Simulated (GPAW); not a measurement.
Wanted: an ASE script for a GPAW 26.7.0 run.

```yaml
Task: relaxation of cell and atoms
Functional: PBEsol
Dispersion: D3(BJ)
Potentials_or_basis: PAW data sets generated in the run's folder for this functional
Cutoff: 600 eV
Basis: pw
k_mesh: 13 × 13 × 13
Occupations: fermi-dirac, width 0.05 eV
Spin: no spin polarisation
Maxiter: 150
Optimizer: BFGS
Fmax: 0.01 eV/Å
Max_steps: 60
Convergence: density=1e-05 forces=0.0001
```

The structure of Cu lies in POSCAR:

```
Cu
1.0
    0.0000000000      1.8075000000      1.8075000000
    1.8075000000      0.0000000000      1.8075000000
    1.8075000000      1.8075000000      0.0000000000
Cu
1
Direct
    0.0000000000      0.0000000000      0.0000000000
```

One way to write it, as run:

run.py

```python
from ase.calculators.mixing import SumCalculator
from ase.filters import FrechetCellFilter
from ase.io import read, write
from ase.optimize import BFGS
from dftd3.ase import DFTD3
from gpaw import GPAW, PW, setup_paths

setup_paths.insert(0, '.')

atoms = read('POSCAR')

calc = GPAW(mode=PW(600),
            xc='PBEsol',
            kpts={'size': (13, 13, 13), 'gamma': True},
            occupations={'name': 'fermi-dirac', 'width': 0.05},
            nbands=14,
            convergence={'density': 1e-05, 'forces': 0.0001},
            maxiter=150,
            txt='gpaw.txt')
atoms.calc = SumCalculator([calc, DFTD3(method='pbesol', damping='d3bj')])
opt = BFGS(FrechetCellFilter(atoms), trajectory='relax.traj', logfile='-')
done = opt.run(fmax=0.01, steps=60)
calc.write('gs.gpw')
write('result.traj', atoms)
print('Converged:', done)
print('Cell:', atoms.cell.cellpar().round(4))
print('Volume:', round(atoms.get_volume(), 4))
print(atoms.get_scaled_positions().round(5))
```

Potentials or basis: PAW data sets generated in the run's folder for this functional, pw.

The run is started by

```sh
$ gpaw-setup -f PBEsol Cu
$ OMP_NUM_THREADS=1 python run.py
```

Results of the run:

| Property | Result |
| --- | --- |
| Relaxed volume | 10.94 Å³/atom |
| Relaxed cell | a = 2.492 Å, b = 2.492 Å, c = 2.492 Å, α = 60.00°, β = 60.00°, γ = 60.00° |
| Space group after relaxing (to 0.05 Å) | Fm-3m (No. 225) |
| Energy gained by relaxing | 33.7 meV/atom |
| Ionic steps | 4 |
| Pressure after relaxing | -0.1 GPa |
| Band gap on the k mesh | none (metal or under the smearing width) |
| Dispersion energy per atom | -0.565 eV |

Caveat: with this Cu data set, volumes or pressures lay over 1.5 % or 2 GPa off other programs in two to four cells of ten; later steps reuse the first step's grids; pairwise dispersion overbinds metals, which lowers pressure and volume.

It took 39 s on 1 thread of Arm Neoverse V1, with other jobs on the host, peak memory 0.17 GiB.
